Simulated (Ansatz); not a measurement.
**Rock-salt NaBr**

Level of theory: HSE06+SOC (PAW; Ansatz, a program for electronic structure).

Run with plane-wave cutoff 460 eV, 8×8×8 k mesh, Fermi–Dirac smearing 0.01 eV, PAW data made under PBE.

Cell: measured lattice: a = b = c = 5.973 Å, α = β = γ = 90.00°.

```yaml
band_gap: 5.19 eV (on the SCF k mesh) (direct)
```

Measured, for comparison: band gap 7.1 eV (temperature not stated, no zero-point or thermal correction; as tabulated in Aguado et al. (1998), arXiv:cond-mat/9809176). Computed (rounded) less measured: band gap -1.91 eV.

Note: cell and atoms aren't relaxed at this level (pressure 0.2 GPa).

The computed numbers hold no vibrational or temperature effects.
